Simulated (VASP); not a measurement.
**GaAs (F-43m): a series in biaxial strain in the (001) plane**

Strain engineering needs slopes: what does biaxial strain in the (001) plane do to the lattice and the band edges of GaAs?

Calculated with VASP 6.6.1; LDA; plane waves and PAW (Ga_d, As), in the first sound run; inputs show where later runs differ.

Most raw output is cut from this account.

### Step 1. The structure

The structure is cubic, space group F-43m (No. 216). Conventional cell: a = 5.653 Å, b = 5.653 Å, c = 5.653 Å, α = 90.00°, β = 90.00°, γ = 90.00°. Ga has 4 As at 2.45 Å nearest. Nearest to As lie 4 Ga at 2.45 Å. Farther neighbours are not listed.

Structure file:

```xyz
2
Lattice="0.0000 2.8265 2.8265 2.8265 0.0000 2.8265 2.8265 2.8265 0.0000" Properties=species:S:1:pos:R:3 pbc="T T T"
Ga    0.0000    0.0000    0.0000
As    1.4132    1.4132    1.4132
```

### Step 2. Relax the crystal, LDA

The series starts from the cell that this level prefers, so that zero strain is near zero stress.

This step took 2 runs in a row; the last is shown.

Level: LDA; plane waves and PAW (Ga_d, As).

The input, INCAR:

```
SYSTEM = GaAs
PREC = Accurate
ENCUT = 450
EDIFF = 1E-07
NELM = 120
ISMEAR = 0
SIGMA = 0.02
LREAL = .FALSE.
ALGO = Normal
GGA = CA
NBANDS = 15
LORBIT = 11
LWAVE = .FALSE.
LCHARG = .FALSE.
KPAR = 8
IBRION = 2
NSW = 40
ISIF = 3
EDIFFG = -0.005
POTIM = 0.4
```

The input, POSCAR:

```
GaAs
1.0
    0.0000000000      2.8045104128      2.8045104128
    2.8045104128      0.0000000000      2.8045104128
    2.8045104128      2.8045104128      0.0000000000
Ga As
1 1
Direct
    0.0000000000      0.0000000000      0.0000000000
    0.2500000000      0.2500000000      0.2500000000
```

The input, KPOINTS:

```
Automatic mesh
0
Gamma
9 9 9
0 0 0
```

PAW data sets: Ga_d and As (LDA family, release 64).

Command:

```
$ mpirun -np 8 vasp_std
```

Run time: 5.2 s. Hardware: 8 MPI ranks of AMD EPYC 7R43, shared host; peak memory 0.96 GiB; 36 s of CPU time.

Numbers from this step:

```
energy(sigma→0) of the program : -9.6394 eV
stress, compression positive   : xx, yy, zz -0.01, -0.01, -0.01 GPa
volume                         : 44.117 Å³
ionic steps                    : 1
```

### Step 3. Strain along the normal, LDA

One member in full: the plane is strained by -1 %, and the strain along the normal is moved by secant steps until the normal stress is under 0.012 GPa or five steps are spent; the atoms relax at each step.

This step took 2 runs, each at a new trial strain with the atoms of the one before; the last is shown.

Level: LDA; plane waves and PAW (Ga_d, As); cell typed or built by script.

Changes to INCAR since step 2:

```diff
@@ -14,7 +14,7 @@
 LCHARG = .FALSE.
-KPAR = 8
-IBRION = 2
-NSW = 40
-ISIF = 3
-EDIFFG = -0.005
-POTIM = 0.4
+KPAR = 2
+IBRION = 1
+NSW = 25
+ISIF = 2
+EDIFFG = -0.004
+POTIM = 0.3
```

The input, POSCAR:

```
GaAs
1.0
    0.0000000000      2.7764653090      2.8298824550
    2.7764653090      0.0000000000      2.8298824550
    2.7764653090      2.7764653090      0.0000000000
Ga As
1 1
Direct
    0.0000000000      0.0000000000      0.0000000000
    0.2500000000      0.2500000000      0.2500000000
```

KPOINTS is that of step 2.

Command:

```
$ mpirun -np 2 vasp_std
```

Run time: 23 s. Hardware: 2 MPI ranks; peak memory 0.26 GiB.

This run gave:

```
energy(sigma→0) of the program : -9.6357 eV
stress, compression positive   : xx, yy, zz 1.26, 1.26, -0.01 GPa
ionic steps                    : 1
```

### Step 4. Band edges, TB-mBJ with spin-orbit coupling

Short lines in KPOINTS_OPT sample the zone centre along and across the normal of the plane, for masses, and the other valleys.

Level: TB-mBJ, spin-orbit coupling; plane waves and PAW (Ga_d, As); cell typed or built by script.

TB-mBJ has no energy functional, so the total energy, stress and pressure in this output mean nothing.

The input, INCAR:

```
SYSTEM = GaAs
PREC = Accurate
ENCUT = 450
EDIFF = 1E-06
NELM = 150
ISMEAR = 0
SIGMA = 0.02
LREAL = .FALSE.
ALGO = Normal
METAGGA = MBJ
LASPH = .TRUE.
LNONCOLLINEAR = .TRUE.
MAGMOM = 0 0 0 0 0 0
NBANDS = 28
GGA_COMPAT = .FALSE.
LSORBIT = .TRUE.
LWAVE = .FALSE.
LCHARG = .FALSE.
KPAR = 2
```

POSCAR is that of step 3.

The input, KPOINTS:

```
Automatic mesh
0
Gamma
7 7 7
0 0 0
```

The input, KPOINTS_OPT:

```
Line mode
6
Line-mode
Reciprocal
  0.00000000   0.00000000   0.00000000
  0.02251949   0.02251949  -0.00000000

  0.00000000   0.00000000   0.00000000
  0.00000000  -0.02209441  -0.02209441

  0.31000000   0.31000000   0.00000000
  0.50000000   0.50000000   0.00000000

  0.00000000   0.31000000   0.31000000
  0.00000000   0.50000000   0.50000000

  0.45000000   0.45000000   0.45000000
  0.50000000   0.50000000   0.50000000

  0.45000000   0.00000000   0.00000000
  0.50000000   0.00000000   0.00000000

  0.42500000   0.42500000   0.00000000
  0.42500000   0.44709441   0.02209441

  0.50000000   0.50000000   0.50000000
  0.48437689   0.51562311   0.50000000
```

Command:

```
$ mpirun -np 2 vasp_ncl
```

The job ended after 6.4 min (2 MPI ranks; peak memory 0.69 GiB).

### Step 5. Band edges, r2SCAN with spin-orbit coupling

Level: r2SCAN, spin-orbit coupling; plane waves and PAW (Ga_d, As); cell typed or built by script.

Changes to INCAR since step 4:

```diff
@@ -4,3 +4,3 @@
 EDIFF = 1E-06
-NELM = 150
+NELM = 100
 ISMEAR = 0
@@ -9,3 +9,3 @@
 ALGO = Normal
-METAGGA = MBJ
+METAGGA = R2SCAN
 LASPH = .TRUE.
```

POSCAR is that of step 4.

KPOINTS is that of step 4.

KPOINTS_OPT is that of step 4.

Command:

```
$ mpirun -np 2 vasp_ncl
```

It took 11 min on 2 MPI ranks; peak memory 0.65 GiB; 21 min of CPU time.

Numbers from this step:

| Item | Value |
| --- | --- |
| energy(sigma→0) of the program | -292.2171 eV |
| stress, compression positive | xx, yy, zz 3.73, 3.73, 2.41 GPa |

The run ends at a pressure of 3.29 GPa.

### Step 6. All members

LASPH is off in runs at LDA and on in runs at TB-mBJ and r2SCAN.

Runs beyond LDA use the data sets made with LDA; this shifts their levels slightly, and their total energies have another zero (at TB-mBJ, which has no energy functional, they mean nothing).

The other members went through these steps as far as the tables show, with the same cutoff and, step by step, the same mesh; 38 runs are not shown. The session took 5.5 core hours (wall time by ranks) on a shared machine.

| in-plane strain (%) | strain along the normal (%) | in-plane stress, tension positive (GPa) | energy above the unstrained row (meV/atom) | gap on the mesh, LDA (eV) |
| --- | --- | --- | --- | --- |
| -2.000 | 1.795 | -2.616 | 7.265 | 0.594 |
| -1.500 | 1.349 | -1.925 | 4.092 | 0.576 |
| -1.000 | 0.905 | -1.257 | 1.839 | 0.555 |
| -0.500 | 0.449 | -0.617 | 0.484 | 0.535 |
| 0 | 0.000 | 0.007 | 0.000 | 0.512 |
| 0.500 | -0.459 | 0.604 | 0.360 | 0.433 |
| 1.000 | -0.924 | 1.177 | 1.519 | 0.356 |
| 1.500 | -1.390 | 1.732 | 3.467 | 0.280 |
| 2.000 | -1.859 | 2.266 | 6.164 | 0.205 |

Slopes at zero strain, from cubics through all rows: strain ratio -0.913, stress over strain 122 GPa. For a cubic crystal strained in (001) the ratio is −2C₁₂/C₁₁.

Band edges at TB-mBJ with spin-orbit coupling, counted from the valence-band top at Γ, spin-orbit pairs averaged, with one row partly withheld:

| in-plane strain (%) | gap (eV) | conduction band at Γ (eV) | Δ or X valley along z (eV) | Δ or X valley along x (eV) | lowest conduction level at L, [111] (eV) | lowest conduction level at L, [-111] (eV) | second valence level below the top (eV) | third valence level below the top (eV) |
| --- | --- | --- | --- | --- | --- | --- | --- | --- |
| -2.000 | 1.691 | 1.758 | 1.999 | 1.691 | 1.711 | 1.711 | 0.118 | 0.454 |
| -1.500 | ? | ? | 1.981 | 1.750 | 1.731 | 1.731 | 0.097 | 0.409 |
| -1.000 | 1.722 | 1.722 | 1.962 | 1.807 | 1.746 | 1.746 | 0.070 | 0.371 |
| -0.500 | 1.702 | 1.702 | 1.941 | 1.864 | 1.758 | 1.758 | 0.037 | 0.342 |
| 0 | 1.679 | 1.679 | 1.919 | 1.919 | 1.764 | 1.764 | 0.000 | 0.318 |
| 0.500 | 1.615 | 1.615 | 1.855 | 1.934 | 1.726 | 1.726 | 0.041 | 0.341 |
| 1.000 | 1.548 | 1.548 | 1.787 | 1.945 | 1.683 | 1.683 | 0.083 | 0.370 |
| 1.500 | 1.478 | 1.478 | 1.716 | 1.954 | 1.634 | 1.634 | 0.127 | 0.404 |
| 2.000 | 1.406 | 1.406 | 1.643 | 1.962 | 1.582 | 1.582 | 0.171 | 0.439 |

Conduction masses, in electron masses:

| in-plane strain (%) | conduction mass at Γ, along the strain axis or the normal of the plane | conduction mass at Γ, across the strain axis or in the plane | L [111] mass, longitudinal | L [111] mass, transverse along [1-10] |
| --- | --- | --- | --- | --- |
| -2.000 | 0.103 | 0.102 | 1.711 | 0.147 |
| -1.500 | 0.102 | 0.101 | 1.713 | 0.142 |
| -1.000 | 0.100 | 0.099 | 1.730 | 0.138 |
| -0.500 | 0.098 | 0.098 | 1.756 | 0.135 |
| 0 | 0.096 | 0.096 | 1.739 | 0.132 |
| 0.500 | 0.093 | 0.094 | 1.728 | 0.129 |
| 1.000 | 0.091 | 0.093 | 1.744 | 0.128 |
| 1.500 | 0.089 | 0.091 | 1.729 | 0.125 |
| 2.000 | 0.086 | 0.089 | 1.699 | 0.123 |

Band edges at r2SCAN with spin-orbit coupling, counted from the valence-band top at Γ, spin-orbit pairs averaged:

| in-plane strain (%) | gap (eV) | conduction band at Γ (eV) | Δ or X valley along z (eV) | Δ or X valley along x (eV) | lowest conduction level at L, [111] (eV) | lowest conduction level at L, [-111] (eV) | second valence level below the top (eV) | third valence level below the top (eV) |
| --- | --- | --- | --- | --- | --- | --- | --- | --- |
| -2.000 | 1.158 | 1.159 | 1.657 | 1.327 | 1.278 | 1.278 | 0.121 | 0.469 |
| -1.500 | 1.138 | 1.138 | 1.636 | 1.386 | 1.296 | 1.296 | 0.098 | 0.425 |
| -1.000 | 1.116 | 1.116 | 1.609 | 1.443 | 1.309 | 1.309 | 0.070 | 0.389 |
| -0.500 | 1.093 | 1.093 | 1.583 | 1.500 | 1.318 | 1.318 | 0.037 | 0.359 |
| 0 | 1.069 | 1.069 | 1.556 | 1.556 | 1.322 | 1.322 | 0.000 | 0.337 |
| 0.500 | 1.003 | 1.003 | 1.487 | 1.572 | 1.283 | 1.283 | 0.040 | 0.359 |
| 1.000 | 0.935 | 0.935 | 1.415 | 1.584 | 1.238 | 1.238 | 0.083 | 0.388 |
| 1.500 | 0.864 | 0.864 | 1.341 | 1.596 | 1.189 | 1.189 | 0.126 | 0.420 |
| 2.000 | 0.793 | 0.793 | 1.264 | 1.606 | 1.136 | 1.136 | 0.169 | 0.455 |

Conduction masses, in electron masses:

| in-plane strain (%) | conduction mass at Γ, along the strain axis or the normal of the plane | conduction mass at Γ, across the strain axis or in the plane | L [111] mass, longitudinal | L [111] mass, transverse along [1-10] |
| --- | --- | --- | --- | --- |
| -2.000 | 0.070 | 0.065 | 1.666 | 0.121 |
| -1.500 | 0.068 | 0.064 | 1.690 | 0.118 |
| -1.000 | 0.065 | 0.063 | 1.687 | 0.115 |
| -0.500 | 0.063 | 0.061 | 1.715 | 0.113 |
| 0 | 0.060 | 0.060 | 1.721 | 0.111 |
| 0.500 | 0.057 | 0.058 | 1.692 | 0.108 |
| 1.000 | 0.054 | 0.057 | 1.712 | 0.107 |
| 1.500 | 0.051 | 0.055 | 1.696 | 0.105 |
| 2.000 | 0.048 | 0.054 | 1.650 | 0.103 |

### Step 7. A fit to the known rows

The quantity to fit is the conduction level at Γ above the mean of the three top valence levels at TB-mBJ with spin-orbit coupling: 1.949, 1.869, 1.828, 1.785, 1.742, 1.699, 1.655, 1.609 eV in the rows shown.

Fitting a parabola to the 8 known rows (e: strain in %) gives E = − 0.001548 e² − 0.08485 e + 1.785 in eV; the residuals are 2.4e-4 eV r.m.s.

For the withheld row, e = -1.5, the fit gives 1.9091 eV.

### Step 8. Checking the prediction

The calculation gives 1.9093 eV, so the prediction is 0.0002 eV too low.

### Step 9. What came out

| Property | Result |
| --- | --- |
| ratio of normal to in-plane strain | -0.913 |
| biaxial modulus | 122 GPa |
| gap of the unstrained cell, TB-mBJ with spin-orbit coupling | 1.68 eV |
| gap of the unstrained cell, r2SCAN with spin-orbit coupling | 1.07 eV |
| slope at zero strain of the conduction level at Γ above the mean of the three top valence levels, TB-mBJ with spin-orbit coupling | -85 meV per % |
| error of the predicted row | -0.2 meV |

In words: As a check, the curvature of the energy gives 122 GPa for the same modulus (energy per volume = M × strain²), 0 % from the slope of the stress. At TB-mBJ with spin-orbit coupling the lowest conduction valley is in turn Δ or X, L, Γ from the first row to the last, and the gap runs between 1.41 and 1.73 eV. At zero strain Γ and L lie only 85 meV apart here, so their order is sensitive to the level and the lattice constant. At r2SCAN with spin-orbit coupling the lowest conduction valley is Γ throughout, and the gap runs between 0.79 and 1.16 eV. Hole masses are left out throughout, since the top bands are degenerate or cross in many series; of conduction masses, those of the Γ, L and (for Si and Ge under (001) strain) Δ valleys are kept where they change by under an eighth between rows. A measured gap of unstrained GaAs is 1.42 eV (arxiv:0805.2212, direct gap E0 at Gamma from PR, 300 K); the static gaps here belong to the lattice relaxed at LDA. TB-mBJ is a potential fitted for gaps; it has no energy functional, so its total energies and forces mean nothing, and its bands tend to come out too narrow. r2SCAN opens gaps somewhat over GGA but leaves them below measured values as a rule. Δ or X levels are the lowest on their line, refined by a parabola unless they lie at X; the gap is read from all points sampled and can differ from the lowest valley by some meV, or by tens of meV where strain moves the valence top off Γ. Temperature, zero-point motion and excitons are left out.

[Lines on the potential files, build, host, timing and source positions are cut from VASP's logs without a mark.]

[Logs are printed without paths, hosts, clocks, repeated set-up lines and the standing remarks that a program may print on its own settings, such as how far it seeks lower states.]

[Hosts, paths, dates, database ids (printed as entryN), source tags and the programs' standing remarks are cut or masked in the printed files.]

[In band tables of VASP the shares of atoms and orbitals are scaled to a sum of 1 inside the atoms' spheres.]
